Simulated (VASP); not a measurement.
Crystal: Na2S.

```
Na S
1.0
     0.00000    3.24915    3.24915
     3.24915    0.00000    3.24915
     3.24915    3.24915    0.00000
Na S
2 1
Direct
  0.25000 0.25000 0.25000
  0.75000 0.75000 0.75000
  0.00000 0.00000 0.00000
```

The cell comes from a database or a generator and needn't be the stable form of this composition.

| Property | Result |
| --- | --- |
| Program | VASP 6.6.1 |
| Task | relaxation of cell and atoms |
| Functional | PBE |
| Potentials or basis | VASP PAW PBE potentials, release 64 (Na_pv, S) |
| Cutoff | 600 eV |
| k mesh | 6 × 6 × 6 |
| Occupations | gaussian, width 0.02 eV |
| Spin | no spin polarisation |

At the start: pressure 1.0 GPa; volume 22.87 Å³/atom.

Question: Where does the relaxation end?

Answer: Over 3 steps the energy falls by 2.3 meV/atom and the volume is 23.68 Å³/atom (+3.5 %); space group Fm-3m (No. 225, to 0.05 Å).

The path:
```
step  energy change (eV)  largest force (eV/Å)  pressure (GPa)  volume (Å³)
   1              0.0000                0.0000            1.00        68.60
   2             -0.0060                0.0000            0.40        70.03
   3             -0.0070                0.0000           -0.02        71.03
```

Final structure:
```yaml
crystal:
  lattice:
    - [0.00000, 3.28699, 3.28699]
    - [3.28699, 0.00000, 3.28699]
    - [3.28699, 3.28699, 0.00000]
  atoms:
    - { symbol: Na, position: [0.25000, 0.25000, 0.25000] }
    - { symbol: Na, position: [0.75000, 0.75000, 0.75000] }
    - { symbol: S, position: [0.00000, 0.00000, 0.00000] }
```
